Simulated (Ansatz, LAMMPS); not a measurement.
# Gap against volume in amorphous Al2O3 (155 atoms)

Density of this cell: 2.90 g/cm³. The cell holds 155 atoms: 62 Al and 93 O. Its edges and angles: a = 12.278 Å, b = 12.083 Å, c = 12.186 Å, α = 91.0°, β = 90.5°, γ = 89.2°. The starting structure: 155 atoms (62 Al, 93 O) placed at random at 3 g/cm³, melted at 5000 K for 10 ps at fixed volume with the Morse and Coulomb pair potential with partial charges (Pedone, Malavasi, Menziani, Cormack and Segre, J. Phys. Chem. B 110, 11780 (2006)). Quenched from 5000 K to 300 K at 20 K/ps and fixed volume, held 5 ps, then minimised at fixed cell.

Calculated with Ansatz 0.2.0: Kohn-Sham DFT, revPBE, PAW (set soft_2), plane waves; cutoff 420 eV, Γ point, gaussian smearing of 0.05 eV. The relaxed cell was scaled evenly and the atoms were relaxed at each volume. The gap is that between the highest filled and the lowest empty Kohn-Sham level on the run's k-points.

| volume (Å³/atom) | gap (eV) |
| --- | --- |
| 10.494 | 3.870 |
| 10.960 | ? |
| 11.310 | 3.487 |
| 11.660 | 3.338 |
| 12.010 | 3.186 |
| 12.359 | 3.091 |

Task: Fit a straight line in ln V to the rows given and interpolate to the withheld row.

**Working.**

A volume deformation potential makes the spacing linear in u = ln(V/V0), with V0 = 11.660 Å³ the relaxed volume; v is the spacing.

```
u = ln(V/V0)  v (eV)
   -0.105361  3.8705
  -0.0304588  3.4872
           0  3.3379
   0.0295585  3.1864
   0.0582691  3.0905
```

With n = 5: mean u = -0.00959842, mean v = 3.39450, Σ(u − ū)² = 0.015837, Σ(u − ū)(v − v̄) = -0.076840. Slope b = -0.076840 / 0.015837 = -4.8519; intercept a = v̄ − b ū = 3.3479.

At the withheld volume u = -0.06188, and v = a + b u.

Prediction at 10.960: 3.648 eV. The run gave 3.670 eV, so the fit is low by 0.022 eV (0.59 % of the value).

The slope, -4.85 eV, says that the spacing narrows on expansion. Among the rows given, the largest miss of the fit is at 12.359, by 0.025 eV (3.2 % of the range of the table).

Limits: The table spans 16 % in volume, wide for a linear law. Semilocal functionals tend to put gaps under measured ones. Only the Γ point is sampled. Atoms move by up to 0.6 Å in these relaxations, so the structure changes along the series. Defect or tail levels can set the spacing of a disordered cell.

[Logs are printed without paths, hosts, clocks, repeated set-up lines and the standing remarks that a program may print on its own settings, such as how far it seeks lower states.]

[Hosts, paths, dates, database ids (printed as entryN), source tags and the programs' standing remarks are cut or masked in the printed files.]
